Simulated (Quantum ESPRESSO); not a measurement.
Runs of Quantum ESPRESSO 7.5 on Ag. The structure is cubic, space group Fm-3m (No. 225). The conventional cell has a = 4.085 Å, b = 4.085 Å, c = 4.085 Å, α = 90.00°, β = 90.00°, γ = 90.00°. Ag (site symmetry m-3m) has 12 Ag at 2.89 Å as nearest neighbours. 

| task | level | potentials or basis | k mesh | cutoff (eV) | SCF threshold | q mesh for exact exchange | cutoff for exact exchange | mesh quality | gap on the mesh (eV) | pressure (GPa) |
| --- | --- | --- | --- | --- | --- | --- | --- | --- | --- | --- |
| band structure | PBE | GBRV 1.5 PBE | 11 × 11 × 11 | 612 | 2e-10 Ry | - | - | not flagged | none | (b) |
| single point | PBE | SG15 PBE 1.2 | 6 × 6 × 6 | 952 | 2e-10 Ry | - | - | coarse | none | (a) |
| band structure | PBE | Ansatz NC SR PBE | 11 × 11 × 11 | 966 | 2e-10 Ry | - | - | not flagged | none | 4.4 |
| band structure | rev-vdW-DF2 | PseudoDojo 0.4.1 SR PBE standard | 11 × 11 × 11 | 1116 | 2e-10 Ry | - | - | not flagged | none | 0.8 |
| band structure | vdW-DF3-opt1 | PseudoDojo 0.4.1 SR PBE standard | 11 × 11 × 11 | 1116 | 2e-10 Ry | - | - | not flagged | none | -1.4 |

Alike in all rows: no spin polarisation; cell as given; smearing fermi-dirac 0.05 eV.

Q: Estimate the missing entries.

A: (a) 5.4; (b) 3.4.

Caveats: some runs use coarse meshes; the potentials were made for another functional, which shifts forces and pressure (some runs).

A k mesh can miss the band edges, and the runs leave out spin-orbit coupling on Ag.

A gap of «none» marks a metal or a gap under the smearing width.
